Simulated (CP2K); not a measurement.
## Nb under changes of volume

One of the cells (18.922 Å³/atom); the others are scaled copies at fixed shape and fractional positions:

```xyz
1
Lattice="2.9911 0.0000 0.0000 1.4955 2.5903 0.0000 1.4955 0.8634 2.4422" Properties=species:S:1:pos:R:3 pbc="T T T"
Nb    0.0000    0.0000    0.0000
```

This isn't the form of Nb at room conditions, which is bcc.

```yaml
Program: CP2K 2026.2
Functional: PBEsol
Potentials_or_basis: POTENTIAL_UZH Nb GTH-PBE-q13; TZVP-MOLOPT-PBE-GTH basis
Density_cutoff: 6123 eV
k_mesh: 11 × 11 × 11
Occupations: fermi-dirac, width 0.05 eV
Spin: no spin polarisation
```

| volume (Å³/atom) | energy over the lowest point (meV/atom) | pressure (GPa) |
| --- | --- | --- |
| 17.786 | 6.27 | 4.6 |
| 18.165 | 0.00 | 0.7 |
| 18.543 | 2.54 | -2.8 |
| 18.922 | 13.12 | -6.1 |
| 19.300 | 31.02 | -9.0 |
| 19.679 | 55.52 | -11.6 |
| 20.057 | ? | ? |

Question: What does the run at 20.057 Å³/atom give?

Answer: Energy over the lowest point 86.01 meV/atom; pressure -14.0 GPa.

Worked out: A Birch-Murnaghan fit of order 3 (a polynomial in V^(-2/3)) to the other rows has its minimum at 18.24 Å³/atom with B0 = V·E''(V) = 177 GPa and B' = 3.7. It gives 86.01 meV/atom at 20.057 Å³/atom, against the run's 86.01, and -dE/dV = -14.1 GPa, against -14.0.

Energies are extrapolated to zero smearing.

Caveats: the potentials were made for another functional, which shifts forces and pressure; the basis of atomic orbitals isn't converged, which shifts pressures, moduli and gaps.
